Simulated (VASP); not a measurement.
Ge, 2 atoms in the cell. Symmetry: I4_1/amd, No. 141, tetragonal system. Conventional cell: a = 5.149 Å, b = 5.149 Å, c = 2.795 Å, α = 90.00°, β = 90.00°, γ = 90.00°. Ge (site symmetry -4m2) is surrounded by 6 Ge at 2.67 to 2.79 Å. This isn't the form of Ge at room conditions, which is diamond.

```yaml
Program: VASP 6.6.1
Task: relaxation of cell and atoms
Functional: PBEsol
Potentials_or_basis: VASP PAW PBE potentials, release 64 (Ge_d)
Cutoff: 520 eV
k_mesh: 8 × 8 × 8
Occupations: gaussian, width 0.02 eV
Spin: no spin polarisation
Target_pressure: 9.8 GPa
Further_INCAR_settings: ALGO = Normal; EDIFF = 1e-07; IBRION = 2; EDIFFG = -0.002; NSW = 80; ISIF = 3
Target_pressure: 9.8 GPa
```

Potentials or basis: VASP PAW PBE potentials, release 64 (Ge_d).

The run is started by

```bash
$ cat potpaw_PBE.64/Ge_d/POTCAR > POTCAR
$ mpirun -np 1 vasp_std > vasp.out
```

Hardware: 1 thread of Intel(R) Xeon(R) Platinum 8488C (Sapphire Rapids) (shared host).

Task: How long does it take, and how much memory?

Result: Wall time 9.2 min on 1 thread of Intel(R) Xeon(R) Platinum 8488C (Sapphire Rapids), with other jobs on the host, peak memory 0.18 GiB. Counts: scf iterations 127, k points 59, ion steps 20.
